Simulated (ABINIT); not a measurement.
# HfB2 (P6/mmm) in ABINIT: a series of runs, part 2 of 2

ABINIT 10.8.3 (patched build). Earlier steps stand in the parts before.

## (4) Single point, PBE (cell relaxed)

Input file run.abi:

```
# Pseudopotentials
pp_dirpath "./"
pseudos "Hf.upf, B.upf"

# Structure
acell 3*1.0 Angstrom
rprim
     3.1456220600     0.0000000000     0.0000000000
    -1.5728110300     2.7241886200     0.0000000000
     0.0000000000     0.0000000000     3.4913795100
ntypat 2
znucl 72 5
natom 3
typat 1 2 2
xred
     0.0000000000     0.0000000000     0.0000000000
     0.6666666700     0.3333333300     0.5000000000
     0.3333333300     0.6666666700     0.5000000000
chkprim 0
chksymtnons 0
tolsym 1.0e-6

# Plane-wave basis
ecut 1034.032677 eV

# k points
kptopt 1
ngkpt 8 8 6
nshiftk 1
shiftk 0.0 0.0 0.0

# Exchange and correlation
ixc 11

# Bands and occupations
nband 13
occopt 3
tsmear 0.00183747

# SCF cycle
nstep 100
tolvrs 1.0e-10

# Output
iomode 3
prtwf 0
prtden 0
prteig 0
prtebands 0
enunit 1
```

Potentials or basis: PseudoDojo NC SR PBE v0.4.1 standard.

Run with:

```console
$ abinit run.abi > log 2>&1
```

run.abo:

```text
.Version 10.8.3 of ABINIT
 Symmetries : space group P6/m m m (#191); Bravais hP (primitive hexag.)
================================================================================
 Values of the parameters that define the memory need of the present run
     intxc =       0    ionmov =       0      iscf =       7    lmnmax =       8
     lnmax =       8     mgfft =      40  mpssoang =       4    mqgrid =    3001
     natom =       3  nloc_mem =       1    nspden =       1   nspinor =       1
    nsppol =       1      nsym =      24    n1xccc =    2501    ntypat =       2
    occopt =       3   xclevel =       2
       mpw =        2272          nfft =       51840          nkpt =          40
================================================================================
================================================================================

--------------------------------------------------------------------------------
------------- Echo of variables that govern the present computation ------------
--------------------------------------------------------------------------------
 -outvars: echo values of preprocessed input variables --------
            acell      1.8897261259E+00  1.8897261259E+00  1.8897261259E+00 Bohr
              amu      1.78490000E+02  1.08110000E+01
          chkprim           0
      chksymtnons           0
             ecut      3.80000000E+01 Hartree
           enunit           1
              ixc          11
         kptrlatt        8    0    0      0    8    0      0    0    6
          kptrlen      3.95865065E+01
            natom           3
[... 178 lines left out ...]
psp_core            :  2.56057487533498E+00
local_psp           : -2.74181462088289E+01
non_local_psp       :  2.77193634728201E+00
internal            : -6.24057730798744E+01
'-kT*entropy'       : -8.04000328524619E-05
total_energy        : -6.24058534799073E+01
total_energy_eV     : -1.69814978305185E+03
band_energy         : -5.05967018854131E+00
...

 Cartesian components of stress tensor (hartree/bohr^3)
  sigma(1 1)=  1.72096850E-06  sigma(3 2)=  0.00000000E+00
  sigma(2 2)=  1.72091882E-06  sigma(3 1)=  0.00000000E+00
  sigma(3 3)=  1.48046315E-06  sigma(2 1)=  0.00000000E+00

-Cartesian components of stress tensor (GPa)         [Pressure= -4.8274E-02 GPa]
- sigma(1 1)=  5.06326414E-02  sigma(3 2)=  0.00000000E+00
- sigma(2 2)=  5.06311797E-02  sigma(3 1)=  0.00000000E+00
- sigma(3 3)=  4.35567296E-02  sigma(2 1)=  0.00000000E+00

== END DATASET(S) ==============================================================
================================================================================

 -outvars: echo values of variables after computation  --------
            acell      1.8897261259E+00  1.8897261259E+00  1.8897261259E+00 Bohr
           etotal     -6.2405853480E+01
            fcart     -0.0000000000E+00 -0.0000000000E+00 -0.0000000000E+00
                      -0.0000000000E+00 -0.0000000000E+00 -0.0000000000E+00
                      -0.0000000000E+00 -0.0000000000E+00 -0.0000000000E+00
            rprim      3.1456220600E+00  0.0000000000E+00  0.0000000000E+00
                      -1.5728110300E+00  2.7241886200E+00  0.0000000000E+00
                       0.0000000000E+00  0.0000000000E+00  3.4913795100E+00
           strten      1.7209685025E-06  1.7209188195E-06  1.4804631468E-06
                       0.0000000000E+00  0.0000000000E+00  0.0000000000E+00
           xangst      0.0000000000E+00  0.0000000000E+00  0.0000000000E+00
                       1.5728110300E+00  9.0806287333E-01  1.7456897550E+00
                       5.0481258659E-16  1.8161257467E+00  1.7456897550E+00
             xred      0.0000000000E+00  0.0000000000E+00  0.0000000000E+00
                       6.6666666667E-01  3.3333333333E-01  5.0000000000E-01
                       3.3333333333E-01  6.6666666667E-01  5.0000000000E-01
 Calculation completed.
```

Wall time 30 s (1 thread of Arm Neoverse V2, shared host); peak memory 0.08 GiB.

Results:

| Item | Value |
| --- | --- |
| Free energy | -1698.1498 eV |
| Pressure | 0.0 GPa |
| Band gap on the k mesh | none (metal or under the smearing width) |
| Valence electrons inside the program's atomic spheres | Hf 8.47; B 2.68 |

Levels at points of the mesh, in eV from the Fermi level:
| k point | band 6 | band 7 | band 8 | band 9 | band 10 | band 11 | band 12 | band 13 |
| --- | --- | --- | --- | --- | --- | --- | --- | --- |
| (0.00, 0.00, 0.00) | -3.15 | -3.05 | -3.05 | -2.96 | 3.85 | 3.85 | 4.45 | 4.52 |
| (0.50, 0.00, 0.00) | -9.21 | -4.28 | -3.59 | -3.00 | 1.94 | 2.56 | 5.36 | 5.54 |
| (0.00, 0.00, 0.50) | -8.51 | -1.35 | -1.35 | 0.18 | 0.18 | 0.85 | 0.85 | 2.03 |
| (0.50, 0.00, 0.50) | -7.67 | -5.11 | -4.84 | -2.85 | 3.84 | 3.95 | 6.06 | 6.99 |

## (5) Single point, PBE

Input file run.abi:

```
pp_dirpath "./"
pseudos "Hf.upf, B.upf"

acell 3.14 3.14 3.48 Angstrom
rprim
     1.0000000000     0.0000000000     0.0000000000
    -0.5000000000     0.8660254038     0.0000000000
     0.0000000000     0.0000000000     1.0000000000
ntypat 2
znucl 72 5
natom 3
typat 1 2 2
xred
     0.0000000000     0.0000000000     0.0000000000
     0.6666666667     0.3333333333     0.5000000000
     0.3333333333     0.6666666667     0.5000000000

ecut 28.0

kptopt 1
ngkpt 8 8 6
nshiftk 1
shiftk 0.0 0.0 0.0

ixc 11

nband 13
occopt 3
tsmear 0.05 eV

nstep 100
tolvrs 1.0e-10

iomode 3
prtwf 0
prteig 0
prtebands 0
enunit 1
prtden 1
prtvha 1
prtvclmb 1
prtpot 1
prtelf 1
```

Run with:

```console
$ abinit run.abi > log 2>&1
```

It took 30 s on 1 thread of Arm Neoverse N1, shared host; peak memory 0.07 GiB.

The run converged. Its results:

- Free energy: -1698.1187 eV
- Pressure: 0.8 GPa
- Band gap on the k mesh: none (metal or under the smearing width)
- Valence electrons inside the program's atomic spheres: Hf 8.52; B 2.73

Stress tensor (GPa, compression positive):
```
0.75 0.00 0.00
0.00 0.75 0.00
0.00 0.00 0.98
```

Levels at points of the mesh, in eV from the Fermi level:
```
           k point  band 6  band 7  band 8  band 9  band 10  band 11  band 12  band 13
(0.00, 0.00, 0.00)   -3.16   -3.08   -3.08   -2.95     3.87     3.88     4.49     4.68
(0.50, 0.00, 0.00)   -9.22   -4.30   -3.60   -3.02     1.96     2.58     5.41     5.58
(0.00, 0.00, 0.50)   -8.54   -1.36   -1.36    0.16     0.16     0.84     0.84     2.07
(0.50, 0.00, 0.50)   -7.68   -5.15   -4.88   -2.85     3.86     4.01     6.11     7.08
```

Spin-orbit coupling is left out, which matters for the levels of Hf.

## (6) Overview

```csv
task,cell,cutoff (eV),cell freedom (optcell),optimiser (ionmov),cutoff smearing ecutsm (Ha),force stop (Ha/bohr),gap on the mesh (eV),pressure (GPa)
single point,as given,762,-,-,-,-,none,0.8
relaxation of cell and atoms,relaxed,1034,2,2,0.5,2e-05,none,0.0
single point,cell relaxed,1034,-,-,-,-,none,0.0
```

Alike in all rows: level PBE; potentials or basis PseudoDojo NC SR PBE v0.4.1 standard; no spin polarisation; k mesh 8 × 8 × 6; smearing fermi-dirac 0.05 eV.

Total energies depend on the potentials used, so only differences within one code and one set of settings carry meaning.
